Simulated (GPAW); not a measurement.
Er:

```
Er
1.0
     0.00000    2.47984    2.47984
     2.47984    0.00000    2.47984
     2.47984    2.47984    0.00000
Er
1
Direct
  0.00000 0.00000 0.00000
```

This isn't the form of Er at room conditions, which is hcp.

| Property | Result |
| --- | --- |
| Program | GPAW 26.7.0 |
| Task | single point |
| Functional | PBE |
| Potentials or basis | GPAW PAW data sets (gpaw-data 1.2.1) |
| Cutoff | 800 eV |
| Basis | pw |
| k mesh | 9 × 9 × 9 |
| Occupations | fermi-dirac, width 0.05 eV |
| Spin | collinear spin, ferromagnetic start |
| Starting moments | [3.0] μB |

On this cell: pressure 3.1 GPa; net moment 2.17 μB per cell; site moments Er +2.32 μB; band gap on the k mesh none (metal or under the smearing width).

The same run follows on a disturbed copy (cell strained at random at fixed volume):

```xyz
1
Lattice="0.0230 2.4558 2.4230 2.5139 -0.0286 2.4746 2.4998 2.4934 -0.0145" Properties=species:S:1:pos:R:3 pbc="T T T"
Er    0.0248    0.0037   -0.0302
```

Task: What changes?

Result: The energy (extrapolated to zero smearing) moves by +1.6 meV/atom; pressure 3.0 GPa; net moment 2.17 μB per cell; site moments Er +2.32 μB; band gap on the k mesh none (metal or under the smearing width).

Stress tensor (GPa, compression positive):
```
 3.05 -0.06 -0.33
-0.06  3.05  0.60
-0.33  0.60  3.00
```

Caveats: one-centre terms of the f shell are cut off; the magnetic or orbital state may not be the lowest; spin-orbit coupling is left out, which moves the levels of the heavy elements.
